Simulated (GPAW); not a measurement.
The system is CdTe.

```
Te Cd
1.0
     0.00000    3.20500    3.20500
     3.20500    0.00000    3.20500
     3.20500    3.20500    0.00000
Te Cd
1 1
Cartesian
  4.8075 4.8075 4.8075
  0.0000 0.0000 0.0000
```

Base run:

```yaml
Program: GPAW 26.7.0
Functional: AM05
Potentials_or_basis: PAW data sets generated in the run's folder for this functional
Cutoff: 450 eV
Basis: pw
k_mesh: 6 × 6 × 6
Occupations: fermi-dirac, width 0.001 eV
Spin: no spin polarisation
```

Its results: band gap on the k mesh 0.84 eV, direct; electronic dielectric tensor (diagonal) 7.91.

**Question.** After a change of settings the same cell gave: band gap on the k mesh 0.75 eV, direct; electronic dielectric tensor (diagonal) 8.26. Which change was it?
A. functional from AM05 to GLLB-SC; potentials or basis from PAW data sets generated in the run's folder for this functional to the program's PAW data sets (release 1.2.1) made for this functional
B. functional from AM05 to RPBE; potentials or basis from PAW data sets generated in the run's folder for this functional to the program's PAW data sets (release 1.2.1) made for this functional
C. functional from AM05 to PBEsol

**Answer.** C.

Caveats: the long-wavelength limit can be off by several per cent where d states take part; spin-orbit coupling is left out, which moves the levels of the heavy elements.

Runs at the PBE level aren't shown here.
